Q: In hafnium dioxide, each hafnium atom should have given its four valence electrons to oxygen. Do the filled states still show any hafnium d character, and if so, where in the band does it sit?

VASP 6.6.1, LDA with PAW potentials (Hf_pv, O), without spin polarisation, for HfO2 in space group Pnma; cutoff 520 eV, k mesh 4x6x3 for the density and 6x9x5 with the tetrahedron method for the density of states. Projections inside atomic spheres cover filled states down to -12 eV, with energies measured from the valence top.

```tsv
projection name	projection electrons (e)	projection band centre (eV)
Hf1_d	1.340	-3.220
Hf2_d	1.340	-3.220
Hf3_d	1.340	-3.220
Hf4_d	1.340	-3.220
Hf1_p	0.580	-2.870
Hf2_p	0.580	-2.870
Hf3_p	0.580	-2.870
Hf4_p	0.580	-2.870
O5_p	3.550	-2.870
O6_p	3.550	-2.870
O7_p	3.550	-2.870
O8_p	3.550	-2.870
O9_p	3.470	-2.280
O10_p	3.470	-2.280
O11_p	3.470	-2.280
O12_p	3.470	-2.280
Hf1_s	0.250	-4.070
Hf2_s	0.250	-4.070
Hf3_s	0.250	-4.070
Hf4_s	0.250	-4.070
O5_s	0.040	-3.110
O6_s	0.040	-3.110
O7_s	0.040	-3.110
O8_s	0.040	-3.110
O9_s	0.040	-3.380
O10_s	0.040	-3.380
O11_s	0.040	-3.380
O12_s	0.040	-3.380
```

A: Each row takes one shell of one atom, so Hf1_d is the d shell of the first hafnium atom. The projection electrons say how much of the filled states looks like that shell inside a sphere around the atom. The projection band centre is the mean energy of that part, measured from the top of the filled band. Hafnium d holds 1.34 electrons per atom, and its centre at -3.22 eV lies below the p centres of both kinds of oxygen.

Q: Does that mean that hafnium has kept about one d electron?

A: No. The calculation, which treats all electrons as paired from the outset, gives an insulator, and the levels that are mainly hafnium d are empty, above the gap. The count in the table is the hafnium part of states that belong mostly to oxygen: oxygen p makes up about 76% of the charge caught by the spheres, hafnium d about 14%. So read the 1.34 electrons as a sign of shared charge in the bonds, not as chemically reduced hafnium.

Q: How does an empty shell get into filled states at all?

A: Take one oxygen p level and one hafnium d level higher up, a distance $D$ apart, and let them interact with strength $V$. They form two new states separated by $S=\sqrt{D^2+4V^2}$. The lower one is filled, and a fraction $w=(S-D)/(2S)$ of it is hafnium d. The upper one is mostly hafnium d and stays empty. This is ordinary covalent bonding between a metal ion and its oxygen neighbours.

Q: And why should the d part lie deeper than the p part, if both belong to the same states?

A: Because the mixing that brings in the d character also lowers the energy. In the two-level picture the filled state drops by $(S-D)/2$, which is exactly $Sw$. A state with much hafnium d has dropped far, while a state that hardly touches hafnium stays near the original oxygen level. The d centre gives most weight to the first kind and the oxygen p centre gives more weight to the second, so the d centre comes out lower.

Q: Can you put a number on that?

A: Suppose that all oxygen p levels start at the same energy, that $S$ is the same for all states and that $w$ is spread evenly between zero and twice its mean $\bar w$. Averaging the energies with the weights $w$ for hafnium d and $1-w$ for oxygen p gives

$$E_d-E_p=-\frac{S\,\bar w}{3(1-\bar w)},$$

where $E_d$ and $E_p$ are the two centres. For $\bar w$ I use the hafnium d share of the caught charge, 0.145. For $S$ I take 9 eV, a rough guess for the distance between the filled states and their empty partners.

The result is $-9\times0.145/(3\times0.855)\approx-0.5$ eV. The table puts the hafnium d centre 0.64 eV below the mean oxygen p centre. No constant was adjusted to any row, but the closeness should not impress you: if the d character were shared equally by half of the states and absent from the rest, the same averaging would give about -1.5 eV. The model gives the right direction and order of magnitude, and the analysis printed below shows how the estimate moves with its assumptions.

Q: Might the hafnium sphere simply be catching the outer tails of oxygen orbitals?

A: Some of the count surely comes from there, since a sphere doesn't ask which atom the charge belongs to. But tails taken evenly from all oxygen states would have a centre between those of the two kinds of oxygen. The hafnium d centre lies 0.35 eV below the deeper of them. So the charge near hafnium comes preferentially from the low-lying states, as bonding requires. Tails could lean the same way, because the oxygen orbitals that point at hafnium reach furthest into its sphere and are also drawn down by its positive charge. The table can't separate the two shares.

Q: Hafnium s is deeper still, although there is much less of it. Doesn't your formula say that a small share gives a small shift?

A: It does, and here it fails, probably because an even spread is a poor assumption for an s shell. A hafnium s orbital is round, so it mixes only with the combination in which the surrounding oxygen p orbitals all point their lobes of the same sign towards the metal. There is one such combination for each hafnium atom, against five d orbitals that can find partners. The small s share is then gathered in a few strongly bonding states near the bottom of the band, which fits its centre of -4.07 eV. That is an argument from the shape of the orbital; the table gives only the centre, not the individual states.

Q: What about hafnium p and oxygen s?

A: There you have to look at the energy window, which ends at -12 eV. About six hafnium p electrons per atom lie below it, in the closed 5p shell, and so do nearly all the oxygen s electrons. What remains in the window is a minor admixture to the oxygen p band. The small oxygen s counts therefore don't mean that oxygen has lost its s electrons.

Q: The two kinds of oxygen differ by 0.59 eV in their p centres. Is that again a matter of mixing?

A: Probably not in the main. If stronger mixing alone had pushed one kind down, part of its p character would have gone to hafnium, some 0.2 to 0.4 electrons per atom by the same two-level estimate. In the table the deeper kind, O5 to O8, has 0.08 electrons more. A difference in electrostatic potential fits better, because it shifts all levels of an atom without having to change their character. In this crystal type one kind of oxygen has four hafnium neighbours and the other has five, which is a likely source of such a difference, though untested here. The centres of the small oxygen s counts run the other way, but they mark where s character mixes into the p band, not where the oxygen s level itself lies.

Q: How would I carry this over to another oxide?

A: Ask whether the metal has an empty shell that lies not far above the oxygen p level and overlaps with it. Magnesium oxide has no such low d shell, so its filled band stays closer to pure oxygen. Where the shell exists, look for its character in the lower part of the filled band, and for oxygen character in the empty states above the gap.

The amounts are less transferable than the pattern. The local-density approximation makes gaps too small, which places the empty d states too close to oxygen and tends to exaggerate the mixing. The crystal here is a high-pressure form of hafnium dioxide, not the one stable at ordinary pressure, so the counts need not carry over exactly even to the ordinary form. It is also held at a volume larger than this approximation prefers, and longer bonds weaken the mixing. I would trust the order of the hafnium d and oxygen p centres more than the second digit of any count.

Printed output of the fit:

```
electrons caught by all projections in the window, per cell (e): 37.08
electrons in the filled O 2p bands, per cell (e): 48
electrons missed by the spheres, per cell (e): 10.92
O p share of the caught electrons (%): 75.73
Hf d share of the caught electrons (%): 14.46
mean O p centre, weighted by electrons (eV from valence top): -2.578
Hf d centre less mean O p centre (eV): -0.6416
Hf p centre less mean O p centre (eV): -0.2916
Hf s centre less mean O p centre (eV): -1.492
Hf d centre less p centre of the deeper O site (eV): -0.35
p centre of O9 less that of O5 (eV): 0.59
p electrons of O9 less those of O5 (e): -0.08
Hf d electrons below the window floor, per atom (e): 0.124
Hf p electrons below the window floor, per atom (e): 5.989
Hf s electrons below the window floor, per atom (e): 0.048
O5 s electrons below the window floor, per atom (e): 1.51
low estimate of the splitting S, O p centre to conduction edge (eV): 5.83
model Hf d less O p centre, even spread, low S (eV): -0.3284
model Hf d less O p centre, even spread, S of 9 eV (eV): -0.5069
model Hf d less O p centre, all-or-none spread, S of 9 eV (eV): -1.521
p electrons O5 should lose against O9 if mixing alone made the site gap, S of 9 eV (e): 0.2275
the same loss with the low S (e): 0.3512
```
